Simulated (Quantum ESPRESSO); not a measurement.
## Nb: phonons with PBEsol

Crystal: Nb.

```xyz
1
Lattice="2.7196 0.0000 0.0000 0.0000 2.7196 0.0000 0.0000 0.0000 2.7196" Properties=species:S:1:pos:R:3 pbc="T T T"
Nb    1.3598    1.3598    1.3598
```

The cell was built by a generator and needn't be a form met in nature.

- Program: Quantum ESPRESSO 7.5
- Task: phonons
- Functional: PBEsol
- Potentials or basis: PseudoDojo 0.4.1 SR PBEsol standard
- Cutoff: 1116 eV
- Density cutoff: 4463 eV
- k mesh: 8 × 8 × 8
- Occupations: cold, width 0.2 eV
- Spin: no spin polarisation
- Target pressure: 10 GPa
- Mixing beta: 0.5
- Most SCF iterations: 120
- SCF threshold: 2e-10 Ry

- Relaxed volume: 18.06 Å³/atom
- Relaxed cell: a = 2.624 Å, b = 2.624 Å, c = 2.624 Å, α = 90.00°, β = 90.00°, γ = 90.00°
- Space group after relaxing (to 0.05 Å): Pm-3m (No. 221)
- Pressure after relaxing: 9.9 GPa
- Band gap on the k mesh: none (metal or under the smearing width)
- Highest phonon frequency at the q point run: 232 cm⁻¹
- Most unstable mode: 140i cm⁻¹

The path:
| step | energy change (eV) | largest force (eV/Å) | pressure (GPa) | volume (Å³) |
| --- | --- | --- | --- | --- |
| 1 | 0.0000 | 0.0000 | -6.45 | 20.12 |
| 2 | -0.0069 | 0.0000 | 5.95 | 18.48 |
| 3 | 0.0178 | 0.0000 | 10.69 | 18.00 |
| 4 | 0.0134 | 0.0000 | 9.98 | 18.07 |
| 5 | 0.0135 | 0.0000 | 10.00 | 18.06 |

Final structure:
```cif
data_structure
_symmetry_space_group_name_H-M 'P 1'
_symmetry_Int_Tables_number 1
_cell_length_a 2.6238
_cell_length_b 2.6238
_cell_length_c 2.6238
_cell_angle_alpha 90.000
_cell_angle_beta 90.000
_cell_angle_gamma 90.000
_cell_volume 18.06
loop_
_atom_site_label
_atom_site_type_symbol
_atom_site_fract_x
_atom_site_fract_y
_atom_site_fract_z
_atom_site_occupancy
Nb1 Nb 0.50000 0.50000 0.50000 1
```

Levels at points of the mesh, in eV from the Fermi level:
| k point | band 5 | band 6 | band 7 | band 8 | band 9 | band 10 |
| --- | --- | --- | --- | --- | --- | --- |
| (0.00, 0.00, 0.00) | -5.96 | -3.36 | -3.36 | 5.64 | 5.64 | 5.64 |
| (0.00, 0.00, -0.50) | -2.72 | -2.34 | 0.59 | 1.83 | 1.83 | 6.04 |
| (0.00, -0.50, -0.50) | -4.91 | -1.23 | 2.64 | 2.64 | 6.31 | 6.31 |
| (-0.50, -0.50, -0.50) | -3.12 | -3.12 | -3.12 | 7.14 | 8.49 | 8.49 |

Phonon frequencies in cm⁻¹ (negative: imaginary):
```
              q point    frequencies
(0.000, 0.500, 0.000)  -140 -140 232
```

Phonon modes at q = (0.000, 0.500, 0.000) in reciprocal lattice units:
| mode | symmetry | cm⁻¹ |
| --- | --- | --- |
| 1 | E_g | -140 |
| 2 | E_g | -140 |
| 3 | A_1g | 232 |

It took 90 s on 1 thread of Intel(R) Xeon(R) Platinum 8559C (Emerald Rapids), on a shared host, peak memory 0.09 GiB.

Caveat: the mesh is thin for the phonons of a metal; some modes are imaginary; the cell is more than 3 GPa from zero pressure, which shifts response properties.
